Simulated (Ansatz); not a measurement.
Runs of Ansatz 0.2.0 on Zn. It takes space group P6_3/mmc (No. 194, hexagonal). The conventional cell has a = 2.670 Å, b = 2.670 Å, c = 4.966 Å, α = 90.00°, β = 90.00°, γ = 120.00°. Around Zn (site symmetry -6m2) lie 12 Zn at 2.67 to 2.92 Å. 

```csv
task,level,cell,k mesh,cutoff (eV),points for each segment of the path,target pressure (GPa),mesh quality,gap on the mesh (eV),pressure (GPa)
band structure,r2SCAN,as given,7 × 7 × 3,500,14,-,coarse,none,-5.1
band structure,RPBE,as given,7 × 7 × 3,420,14,-,coarse,none,2.1
relaxation of cell and atoms,PBEsol,relaxed to 2 GPa,11 × 11 × 6,420,-,2,not flagged,none,2.0
relaxation of cell and atoms,PBEsol,relaxed to 10 GPa,11 × 11 × 6,420,-,10,not flagged,none,10.0
relaxation of cell and atoms,PBEsol,relaxed,11 × 11 × 6,420,-,0,not flagged,none,0.0
band structure,BLYP,as given,7 × 7 × 3,420,14,-,coarse,none,4.9
relaxation of cell and atoms,PBEsol,relaxed to 5 GPa,11 × 11 × 6,420,-,5,not flagged,none,5.0
band structure,LDA,as given,7 × 7 × 3,420,14,-,coarse,none,(a)
```

Alike in all rows: potentials or basis Ansatz PAW; no spin polarisation; smearing fermi-dirac 0.05 eV.

Q: Estimate the missing entries.

A: (a) -9.3.

Caveats: some runs use coarse meshes; the PAW data sets come from PBE, with cores solved anew for the run's functional, which leaves a small shift of forces and pressure; the plane-wave basis is chosen anew once the cell has moved, so the energies of steps on either side of that aren't comparable (some runs).

A gap of «none» marks a metal or a gap under the smearing width.

Runs at the PBE level aren't shown here.
